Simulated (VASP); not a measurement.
# Si3N4 (P6_3/m) in VASP: notebook

Aim: see how the results for Si3N4 move with the level of theory and the settings. Levels: PBE, LDA, PBEsol. Tasks: dielectric tensor, band structure.

Everything below comes from runs of VASP 6.6.1. Logs are shortened: lines on timing, memory, paths and dates and some standing lists are left out, and cuts for length are marked.

### Step 1. The structure

Symmetry: P6_3/m, No. 176, hexagonal system. Conventional cell: a = 7.660 Å, b = 7.660 Å, c = 2.925 Å, α = 90.00°, β = 90.00°, γ = 120.00°. Si (site symmetry m) has 4 N at 1.74 to 1.75 Å as nearest neighbours. N (site symmetry -6) is surrounded by 3 Si at 1.74 Å. Around N (site symmetry m) lie 3 Si at 1.75 Å.

The cell is a database's computed one.

### Step 2. Dielectric tensor, PBE

The input, INCAR:

```
PREC = Accurate
ENCUT = 450
EDIFF = 1E-8
ISMEAR = 0
SIGMA = 0.02
LREAL = F
LASPH = T
NELM = 120
ALGO = Fast
ISIF = 2
LWAVE = F
LCHARG = F
GGA = PE
LEPSILON = T
IBRION = 8
KPAR = 8
```

The input, KPOINTS:

```
regular mesh
0
Gamma
  5 5 11
```

The input, POSCAR:

```
Si3N4                                   
1.0
    7.6600357984      0.0000000022      0.0000000000
   -3.8300179011      6.6337856610      0.0000000000
    0.0000000000      0.0000000000      2.9247079127
  Si              N             
     6     8
Direct
     0.2311796143238070    0.8250496054287595    0.7500000000000000
     0.4061300088950972    0.2311796143238212    0.2500000000000000
     0.8250496054287169    0.5938699911049454    0.2500000000000000
     0.1749503945712831    0.4061300088950546    0.7500000000000000
     0.5938699911049028    0.7688203856761788    0.7500000000000000
     0.7688203856761930    0.1749503945712405    0.2500000000000000
     0.3333333300000021    0.6666666699999979    0.7500000000000000
     0.6666666699999979    0.3333333300000021    0.2500000000000000
     0.9692691978755619    0.6699923903735652    0.7500000000000000
     0.2992768075020180    0.9692691978755761    0.2500000000000000
     0.6699923903735439    0.7007231924979891    0.2500000000000000
     0.3300076096264561    0.2992768075020109    0.7500000000000000
     0.0307308021244381    0.3300076096264348    0.2500000000000000
     0.7007231924979820    0.0307308021244239    0.7500000000000000
```

Potentials or basis: VASP PAW PBE potentials, release 64 (Si, N).

Started as:

```sh
> cat potpaw_PBE.64/Si/POTCAR potpaw_PBE.64/N/POTCAR > POTCAR
> mpirun -np 8 vasp_std > vasp.out
```

OUTCAR:

```text
PREC = Accurate
   ENCUT = 450
   EDIFF = 1E-8
   ISMEAR = 0
   LREAL = F
   LASPH = T
   NELM = 120
   ISIF = 2
   GGA = PE
   LEPSILON = T
   IBRION = 8

 ion  position               nearest neighbor table
   1  0.231  0.825  0.750-   7 1.74   9 1.75  10 1.75  10 1.75   5 3.02   4 3.02   3 3.07   3 3.07
                             2 3.07   2 3.07
   2  0.406  0.231  0.250-   8 1.74  10 1.75  12 1.75  12 1.75   6 3.02   3 3.02   4 3.07   4 3.07
                             1 3.07   1 3.07
   3  0.825  0.594  0.250-   8 1.74  11 1.75   9 1.75   9 1.75   2 3.02   6 3.02   5 3.07   5 3.07
                             1 3.07   1 3.07
   4  0.175  0.406  0.750-   7 1.74  12 1.75  13 1.75  13 1.75   5 3.02   1 3.02   2 3.07   2 3.07
                             6 3.07   6 3.07
   5  0.594  0.769  0.750-   7 1.74  14 1.75  11 1.75  11 1.75   1 3.02   4 3.02   3 3.07   3 3.07
                             6 3.07   6 3.07
   6  0.769  0.175  0.250-   8 1.74  13 1.75  14 1.75  14 1.75   2 3.02   3 3.02   4 3.07   4 3.07
                             5 3.07   5 3.07
   7  0.333  0.667  0.750-   1 1.74   5 1.74   4 1.74
   8  0.667  0.333  0.250-   6 1.74   2 1.74   3 1.74
   9  0.969  0.670  0.750-   1 1.75   3 1.75   3 1.75
[... 1468 lines left out ...]
  4Z     0.000000    0.000000   -0.019218    0.000000   -0.000000    0.192300   -0.000000    0.000000    0.014287   -0.000000    0.000000  -25.217637   -0.000000    0.000000   -0.019101    0.000000    0.000000    0.192282    0.000000    0.000000    1.566064    0.000000    0.000000    0.182378    0.000000    0.000000    0.029735    0.000000    0.000000    0.325297    0.000000    0.000000   -0.017632   -0.000000    0.000000    2.353874    0.000000   -0.000000   20.653275   -0.000000    0.000000   -0.235904
  5X     6.209605   -0.991459    0.000000   -0.874282   -2.063311    0.000000    6.032471   -3.072256    0.000000    0.052399    4.548123    0.000000  -38.080701    2.619212    0.000000    1.222678    0.294923    0.000000   14.328881    3.760937    0.000000   -0.623436    1.095742    0.000000   -2.961208   -0.141746    0.000000   -1.220941    1.335274    0.000000   12.833377   -3.852691    0.000000    1.331446    0.323900    0.000000   -1.073272   -1.613862    0.000000    2.822983   -2.242787    0.000000
  5Y    -0.053279   -2.608134    0.000000   -2.062905    1.018387    0.000000   -2.123816    2.618272    0.000000    3.609798    3.551766    0.000000    2.620897  -33.579854    0.000000   -0.657010    7.432350    0.000000    3.635087    5.346106    0.000000    1.637910   -2.396053    0.000000    0.135073   -0.527689    0.000000    0.770481    0.975623    0.000000   -4.278566    7.320117    0.000000   -0.011887   -1.306589    0.000000   -1.937990   -2.556744    0.000000   -1.283792   14.712442    0.000000
  5Z     0.000000   -0.000000   -0.019101    0.000000    0.000000    0.014287    0.000000   -0.000000    0.192282   -0.000000    0.000000   -0.019218   -0.000000   -0.000000  -25.217637    0.000000    0.000000    0.192300    0.000000    0.000000    1.566064    0.000000   -0.000000    0.182378    0.000000    0.000000   -0.235904    0.000000   -0.000000   -0.017632   -0.000000    0.000000   20.653275   -0.000000    0.000000    0.029735    0.000000   -0.000000    0.325297    0.000000    0.000000    2.353874
  6X    -1.241484    1.850901    0.000000    6.209408   -0.055048    0.000000   -0.856085   -4.026098    0.000000    5.723144    3.255355    0.000000    1.221857   -0.653594    0.000000  -32.436032    0.638055    0.000000   -0.769193   -1.722062    0.000000   10.794373   -5.675737    0.000000    1.338301    0.707098    0.000000   -0.511974   -1.052413    0.000000   -1.138958    0.917003    0.000000   -3.723873    0.407665    0.000000   10.213023    5.550434    0.000000    5.177494   -0.141560    0.000000
  6Y     1.851306    1.385589    0.000000   -0.993373   -2.605243    0.000000   -3.087918    4.457555    0.000000    2.303422    2.931884    0.000000    0.294847    7.428886    0.000000    0.639739  -39.224524    0.000000   -1.179895   -2.250296    0.000000   -5.801587    8.880616    0.000000    0.142305   -1.583618    0.000000   -1.388200    0.536832    0.000000    1.193823   -2.349939    0.000000    0.083537    0.093857    0.000000    6.509429    7.322402    0.000000   -0.567435   14.976000    0.000000
[... 11 lines left out ...]
 10Y    -0.141161   14.977167    0.000000   -2.242329   14.711004    0.000000   -1.186535   -2.356969    0.000000    1.694467   -2.981382    0.000000    1.332258    0.979619    0.000000   -1.053842    0.535052    0.000000   -2.594422    3.202451    0.000000    1.773583    3.471270    0.000000    2.354578    2.730165    0.000000    1.968130  -38.977178    0.000000   -0.150575    0.266175    0.000000   -1.972790    3.385511    0.000000   -0.152545    0.784502    0.000000    0.371183   -0.727385    0.000000
 10Z     0.000000   -0.000000   20.652182   -0.000000   -0.000000    2.353870    0.000000    0.000000   -0.236081   -0.000000    0.000000    0.324138    0.000000    0.000000   -0.019133   -0.000000    0.000000    0.028280   -0.000000    0.000000    0.557162   -0.000000    0.000000   -0.327014   -0.000000    0.000000    1.519204    0.000000   -0.000000  -26.925411   -0.000000    0.000000    0.067168    0.000000   -0.000000    1.520014   -0.000000    0.000000    0.067893    0.000000    0.000000    0.417728
 11X    -3.723903    0.082435    0.000000    1.331517   -0.010232    0.000000   13.266093   -3.785465    0.000000   -0.482266   -1.759972    0.000000   12.832963   -4.280049    0.000000   -1.140284    1.190538    0.000000    4.721439    0.164406    0.000000    0.999845   -2.217759    0.000000    4.317284   -0.400671    0.000000    0.692695   -0.147256    0.000000  -33.049574   12.235045    0.000000   -0.546196    0.683607    0.000000    0.572364    0.220084    0.000000    0.208021   -1.974712    0.000000
 11Y     0.408384    0.096302    0.000000    0.325676   -1.307978    0.000000   -4.744988    4.270559    0.000000   -1.199800    0.238797    0.000000   -3.855031    7.319406    0.000000    0.920825   -2.350037    0.000000    0.036544   -1.006460    0.000000   -2.507050    2.701936    0.000000   -0.358911   -0.725445    0.000000   -0.311558    0.265232    0.000000   12.235040  -14.376557    0.000000    0.685013    1.099564    0.000000    0.379762    0.386568    0.000000   -2.013904    3.388112    0.000000
 11Z    -0.000000    0.000000    0.324138    0.000000    0.000000    0.028280    0.000000    0.000000    2.353870   -0.000000    0.000000   -0.019133    0.000000    0.000000   20.652182   -0.000000   -0.000000   -0.236081    0.000000    0.000000    0.557162    0.000000    0.000000   -0.327014    0.000000   -0.000000    1.520014    0.000000    0.000000    0.067893    0.000000   -0.000000  -26.925411    0.000000    0.000000    0.417728   -0.000000    0.000000    0.067168    0.000000   -0.000000    1.519204
 12X    -1.140284    1.190538    0.000000   12.832963   -4.280049    0.000000   -0.482266   -1.759972    0.000000   13.266093   -3.785465    0.000000    1.331517   -0.010232    0.000000   -3.723903    0.082435    0.000000    0.999845   -2.217759    0.000000    4.721439    0.164406    0.000000    0.572364    0.220084    0.000000    0.208021   -1.974712    0.000000   -0.546196    0.683607    0.000000  -33.049574   12.235045    0.000000    4.317284   -0.400671    0.000000    0.692695   -0.147256    0.000000
 12Y     0.920825   -2.350037    0.000000   -3.855031    7.319406    0.000000   -1.199800    0.238797    0.000000   -4.744988    4.270559    0.000000    0.325676   -1.307978    0.000000    0.408384    0.096302    0.000000   -2.507050    2.701936    0.000000    0.036544   -1.006460    0.000000    0.379762    0.386568    0.000000   -2.013904    3.388112    0.000000    0.685013    1.099564    0.000000   12.235040  -14.376557    0.000000   -0.358911   -0.725445    0.000000   -0.311558    0.265232    0.000000
 12Z    -0.000000   -0.000000   -0.236081    0.000000    0.000000   20.652182   -0.000000    0.000000   -0.019133    0.000000    0.000000    2.353870    0.000000    0.000000    0.028280   -0.000000    0.000000    0.324138    0.000000    0.000000   -0.327014    0.000000    0.000000    0.557162   -0.000000    0.000000    0.067168    0.000000   -0.000000    1.519204    0.000000    0.000000    0.417728    0.000000   -0.000000  -26.925411    0.000000   -0.000000    1.520014    0.000000    0.000000    0.067893
 13X     1.340151    0.147628    0.000000   -2.961846    0.130854    0.000000   -0.784695    0.896120    0.000000   12.220388    4.208701    0.000000   -1.071280   -1.939877    0.000000   10.213237    6.507555    0.000000    0.338501    2.493947    0.000000    4.322316    0.588821    0.000000    0.095494   -1.055493    0.000000    0.173276   -0.149348    0.000000    0.570770    0.381952    0.000000    4.320211   -0.360270    0.000000  -29.640669  -14.203173    0.000000    0.864146    2.352582    0.000000
 13Y     0.707800   -1.583619    0.000000   -0.138859   -0.528475    0.000000    1.232027    0.808234    0.000000    4.633719    7.931981    0.000000   -1.613928   -2.556321    0.000000    5.548032    7.323415    0.000000    2.366085    3.376478    0.000000    0.299529   -0.620534    0.000000   -1.054086    0.457874    0.000000    0.010329    0.785656    0.000000    0.217649    0.387157    0.000000   -0.399462   -0.724077    0.000000  -14.203177  -17.785462    0.000000    2.394341    2.727693    0.000000
 13Z    -0.000000   -0.000000   -0.019133    0.000000    0.000000   -0.236081    0.000000    0.000000    0.028280    0.000000    0.000000   20.652182    0.000000   -0.000000    0.324138   -0.000000    0.000000    2.353870    0.000000    0.000000    0.557162    0.000000    0.000000   -0.327014    0.000000    0.000000    0.417728    0.000000    0.000000    0.067168    0.000000   -0.000000    0.067893    0.000000    0.000000    1.519204    0.000000   -0.000000  -26.925411    0.000000    0.000000    1.520014
 14X    -0.511513   -1.389749    0.000000   -1.223088    0.772087    0.000000   -0.646218    1.368518    0.000000   -1.133351   -0.916823    0.000000    2.825648   -1.282806    0.000000    5.175202   -0.566179    0.000000    0.230511    2.062875    0.000000    0.512528   -2.466560    0.000000    0.173425    0.011758    0.000000    1.280753    0.369777    0.000000    0.206329   -2.014550    0.000000    0.692758   -0.310252    0.000000    0.865968    2.393770    0.000000   -8.448954    1.968135    0.000000
 14Y    -1.053842    0.535052    0.000000    1.332258    0.979619    0.000000    1.694467   -2.981382    0.000000   -1.186535   -2.356969    0.000000   -2.242329   14.711004    0.000000   -0.141161   14.977167    0.000000    1.773583    3.471270    0.000000   -2.594422    3.202451    0.000000   -0.152545    0.784502    0.000000    0.371183   -0.727385    0.000000   -1.972790    3.385511    0.000000   -0.150575    0.266175    0.000000    2.354578    2.730165    0.000000    1.968130  -38.977178    0.000000
 14Z    -0.000000    0.000000    0.028280    0.000000    0.000000   -0.019133   -0.000000    0.000000    0.324138    0.000000    0.000000   -0.236081   -0.000000   -0.000000    2.353870    0.000000   -0.000000   20.652182   -0.000000    0.000000   -0.327014   -0.000000    0.000000    0.557162   -0.000000    0.000000    0.067893    0.000000    0.000000    0.417728    0.000000   -0.000000    1.520014   -0.000000    0.000000    0.067168   -0.000000    0.000000    1.519204    0.000000   -0.000000  -26.925411

 Eigenvectors and eigenvalues of the dynamical matrix
   1 f  =   30.807703 THz   193.570505 2PiTHz 1027.634350 cm-1   127.410364 meV
   2 f  =   30.181459 THz   189.635698 2PiTHz 1006.745098 cm-1   124.820428 meV
   3 f  =   30.181459 THz   189.635698 2PiTHz 1006.745095 cm-1   124.820427 meV
   4 f  =   29.806173 THz   187.277708 2PiTHz  994.226913 cm-1   123.268371 meV
   5 f  =   29.806173 THz   187.277707 2PiTHz  994.226907 cm-1   123.268371 meV
   6 f  =   27.224042 THz   171.053701 2PiTHz  908.096294 cm-1   112.589540 meV
[... 31 lines left out ...]
  38 f  =    5.321531 THz    33.436168 2PiTHz  177.507179 cm-1    22.008075 meV
  39 f  =    5.321531 THz    33.436167 2PiTHz  177.507178 cm-1    22.008075 meV
  40 f/i=    0.000542 THz     0.003402 2PiTHz    0.018063 cm-1     0.002240 meV
  41 f/i=    0.000542 THz     0.003402 2PiTHz    0.018063 cm-1     0.002240 meV
  42 f/i=    0.003034 THz     0.019062 2PiTHz    0.101195 cm-1     0.012547 meV

 MACROSCOPIC STATIC DIELECTRIC TENSOR IONIC CONTRIBUTION
 ------------------------------------------------------
           3.919844     0.000000    -0.000000
           0.000000     3.919844     0.000000
          -0.000000     0.000000     3.794590
 ------------------------------------------------------

 ELASTIC MODULI CONTR FROM IONIC RELAXATION (kBar)
 Direction    XX          YY          ZZ          XY          YZ          ZX
 --------------------------------------------------------------------------------
 XX       -1026.9171    628.6058    231.4244     -0.2774     -0.0000      0.0000
 YY         628.6058  -1026.9171    231.4244     -0.2774      0.0000     -0.0000
 ZZ         231.4244    231.4244   -737.5576     -0.2260     -0.0000      0.0000
 XY          -0.2774     -0.2774     -0.2260   -827.7626      0.0000     -0.0000
 YZ          -0.0000      0.0000     -0.0000      0.0000   -620.5087     42.5186
 ZX           0.0000     -0.0000      0.0000     -0.0000     42.5186   -614.3497
 --------------------------------------------------------------------------------

 PIEZOELECTRIC TENSOR IONIC CONTR  for field in x, y, z        (C/m^2)
          XX          YY          ZZ          XY          YZ          ZX
  --------------------------------------------------------------------------------
  x     0.00000    -0.00000    -0.00000    -0.00000    -0.00000     0.00000
  y    -0.00000     0.00000    -0.00000     0.00000     0.00000    -0.00000
  z     0.00000    -0.00000     0.00000     0.00000     0.00000     0.00000
```

Wall time 14 min (8 MPI ranks of AMD EPYC 9R45 (Zen 5), shared host); peak memory 1.3 GiB.

What came out:

```
Band gap on the k mesh                                  : 4.25 eV, indirect (least direct gap 4.45 eV)
Electronic dielectric tensor (diagonal)                 : 4.24, 4.24, 4.32
Born charges (mean of the diagonal)                     : Si +3.35; N -2.53, -2.50 e
Highest phonon frequency at Γ, LO-TO splitting left out : 1028 cm⁻¹
```

Levels at points of the mesh, in eV from the valence-band top:
```
           k point  band 29  band 30  band 31  band 32  band 33  band 34  band 35  band 36
(0.00, 0.00, 0.00)    -1.27    -0.45    -0.40    -0.20     4.25     4.60     4.78     4.78
```

Phonon frequencies in cm⁻¹ (negative: imaginary):
```tsv
q point	frequencies
(0.000, 0.000, 0.000)	0 0 0 178 178 198 219 219 242 263 297 297 357 394 410 410 432 432 442 539 549 549 596 596 631 704 826 835 835 838 838 853 864 864 896 896 908 994 994 1007 1007 1028
```

Electronic dielectric tensor:
```
4.24 0.00 0.00
0.00 4.24 0.00
0.00 0.00 4.32
```

Born effective charge tensors (e):
atom 1, Si
```
3.37 0.22 0.00
0.19 3.29 0.00
0.00 0.00 3.38
```
atom 2, Si
```
 3.14 -0.05  0.00
-0.08  3.53  0.00
 0.00  0.00  3.38
```
atom 3, Si
```
 3.49 -0.12  0.00
-0.15  3.18  0.00
 0.00  0.00  3.38
```
atom 4, Si
```
 3.49 -0.12  0.00
-0.15  3.18  0.00
 0.00  0.00  3.38
```
atom 5, Si
```
 3.14 -0.05  0.00
-0.08  3.53  0.00
 0.00  0.00  3.38
```
atom 6, Si
```
3.37 0.22 0.00
0.19 3.29 0.00
0.00 0.00 3.38
```
atom 7, N
```
-2.93 -0.06  0.00
 0.06 -2.93  0.00
 0.00  0.00 -1.72
```
atom 8, N
```
-2.93 -0.06  0.00
 0.06 -2.93  0.00
 0.00  0.00 -1.72
```
atom 9, N
```
-2.69 -0.70  0.00
-0.71 -2.02  0.00
 0.00  0.00 -2.80
```
atom 10, N
```
-1.57  0.06  0.00
 0.05 -3.14  0.00
 0.00  0.00 -2.80
```
atom 11, N
```
-2.80  0.65  0.00
 0.64 -1.91  0.00
 0.00  0.00 -2.80
```
atom 12, N
```
-2.80  0.65  0.00
 0.64 -1.91  0.00
 0.00  0.00 -2.80
```
atom 13, N
```
-2.69 -0.70  0.00
-0.71 -2.02  0.00
 0.00  0.00 -2.80
```
atom 14, N
```
-1.57  0.06  0.00
 0.05 -3.14  0.00
 0.00  0.00 -2.80
```

Caveat: an odd mesh through Γ misses points on the zone boundary, where band edges often lie.

[end of part 1 of 2]
